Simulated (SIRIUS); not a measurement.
Ge: single point with PBE

**The experiment to reproduce.**

From “Temperature-dependent photoluminescence in Ge: experiment and theory”, 2020, arxiv:2003.00143, for a bulk crystal of Ge at 0 K: band gap 0.744 eV (indirect).

Crystal: Ge.

```
Ge
1.0
     0.00000    2.82891    2.82891
     2.82891    0.00000    2.82891
     2.82891    2.82891    0.00000
Ge
2
Direct
  0.75000 0.75000 0.75000
  0.50000 0.50000 0.50000
```

| Quantity | Value |
| --- | --- |
| Program | SIRIUS 7.12.0 |
| Task | single point |
| Functional | PBE |
| Potentials or basis | PseudoDojo 0.4.1 PBE standard (scalar relativistic) |
| Cutoff | 1078 eV |
| Density cutoff | 4311 eV |
| k mesh | 8 × 8 × 8 |
| Occupations | fermi-dirac, width 0.05 eV |
| Spin | no spin polarisation |
| Libxc names | ["XC_GGA_X_PBE", "XC_GGA_C_PBE"] |
| Energy tol | 1e-08 Ha |
| Density tol | 1e-06 |
| Mixer | anderson |
| Mixing beta | 0.7 |
| Max scf | 100 |
| Radial cutoff for the potentials' integrals | 6.5 bohr |

```
Pressure               : 3.8 GPa
Band gap on the k mesh : 0.03 eV
```

Wall time 31 s on 1 thread of Intel(R) Xeon(R) Platinum 8375C CPU @ 2.90GHz (Ice Lake), on a shared host, peak memory 0.28 GiB.

Measured gap of Ge: 0.744 eV (indirect; 0 K; “Temperature-dependent photoluminescence in Ge: experiment and theory”, 2020, arxiv:2003.00143). This calculation gives 0.03 eV (-0.71 eV). 3 values of this kind are on record (0.666 to 0.807 eV); this one was drawn at random among those near their median. Spin-orbit coupling on Ge is left out. The value is that of PBE on a finite k mesh, which can miss the band edges, without temperature or zero-point motion. Semilocal functionals fall short of measured gaps as a rule.
